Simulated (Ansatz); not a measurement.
# MoS₂ (R3m): the size of the finite step

```yaml
crystal:
  lattice:
    - [1.59257, 0.91947, 6.49702]
    - [-1.59257, 0.91947, 6.49702]
    - [0.00000, -1.83894, 6.49702]
  atoms:
    - { symbol: Mo, position: [0.00011, 0.00011, 0.00011] }
    - { symbol: S, position: [0.25381, 0.25381, 0.25381] }
    - { symbol: S, position: [0.41309, 0.41309, 0.41309] }
```

Conventional cell: a = 3.185 Å, b = 3.185 Å, c = 19.491 Å, α = 90.00°, β = 90.00°, γ = 120.00°. Mo (atom 1) has 6 S at 2.41 Å as nearest neighbours. S (atom 2) is surrounded by 3 Mo at 2.41 Å. Around S (atom 3) lie 3 Mo at 2.41 Å.

Level of theory, where no other is named: r²SCAN, PAW on Ansatz 0.2.0's default frozen-core files (fitted under PBE), scalar-relativistic. k mesh 8×8×8, strains of ±0.005, fixed occupations, cutoff 500 eV. The cell was relaxed by PAW under this functional, which moved its volume by +7 % from the database entry's.

Q: Elastic constants come from stresses at strains of ±0.005 (two-point stencil): C11 = 216.9, C12 = 57.4, C13 = 5.6, C14 = 1.6, C33 = 18.0, C44 = 6.9 GPa. What does an amplitude of 0.02 give?

A: C11 = 217.7, C12 = 57.4, C13 = 5.7, C14 = 1.6, C33 = 18.4, C44 = 6.8 GPa. A large step picks up anharmonic terms.

Keep in mind: frozen-core PAW files fitted under PBE, their cores solved anew for the functional of the run; no dispersion correction, so the spacing and stiffness between layers or molecules are poor; constants at zero field, no piezoelectric stiffening.
